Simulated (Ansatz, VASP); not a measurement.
## One calculation of HfN, two programs

File POSCAR:

```
HfN
1.0
    3.1904660000      0.0000000000      0.0000000000
    1.5952330000      2.7630246059      0.0000000000
    1.5952330000      0.9210082020      2.6050045806
Hf N
1 1
Direct
    0.0000000000      0.0000000000      0.0000000000
    0.5000000000      0.5000000000      0.5000000000
```

The input INCAR.step1:

```
ALGO = Normal ; EDIFF = 1E-4
ENCUT = 600 ; GGA = PE
ISMEAR = 1 ; LASPH = T
LCHARG = F ; LREAL = F
LWAVE = T ; NELM = 80
PREC = Accurate ; SIGMA = 0.1
```

INCAR.step2

```
ALGO = Normal ; BPARAM = 11.95
CPARAM = 0.0093 ; EDIFF = 1E-6
EDIFFG = -0.01 ; ENCUT = 600
IBRION = 2 ; ISIF = 3
ISMEAR = 1 ; ISTART = 1
IVDW_NL = 2 ; LASPH = T
LCHARG = F ; LMIXTAU = T
LREAL = F ; LUSE_VDW = T
LWAVE = F ; METAGGA = R2SCAN
NELM = 80 ; NSW = 80
PREC = Accurate ; SIGMA = 0.1
```

KPOINTS

```
k-points
0
Gamma
  11 11 11
```

Input for Ansatz:

```yaml
crystal:
  lattice:
    a: 3.190466
    b: 3.190466
    c: 3.190466
    alpha: 60.0
    beta: 60.0
    gamma: 60.0
  atoms:
    - { symbol: Hf, position: [0.0, 0.0, 0.0] }
    - { symbol: "N", position: [0.5, 0.5, 0.5] }
kpoints:
  mp_grid:
    grid: [11, 11, 11]
hamiltonian:
  xc: r2scan
  dispersion: rvv10
scf:
  occupations:
    method: cold
relax:
  cell: {}
```

Alike in both runs: task relaxation of cell and atoms; functional r2SCAN; dispersion rVV10; k mesh 11 × 11 × 11; no spin polarisation.

|  | VASP | Ansatz |
| --- | --- | --- |
| version | VASP 6.6.1 | Ansatz 0.2.0 |
| potentials or method | VASP PAW PBE potentials, release 64 (Hf_pv, N) | plane waves, PAW |
| plane-wave cutoff (eV) | 600 | 500 |
| occupations | methfessel-paxton of order 1, width 0.1 eV | cold |
| valence electrons in the cell | 15 | 31 |

```tsv
	VASP	Ansatz	Ansatz less VASP
relaxed volume (Å³/atom)	11.43	11.51	+0.074
relaxed cell length with the largest relative difference (Å)	3.186	3.193	+0.0069
```

The two sets of potentials don't hold the same shells in valence.

Caveats: the PAW data sets were made with another functional, which shifts forces and pressure a little (VASP). Spin-orbit coupling is left out, which matters for the levels of Hf.
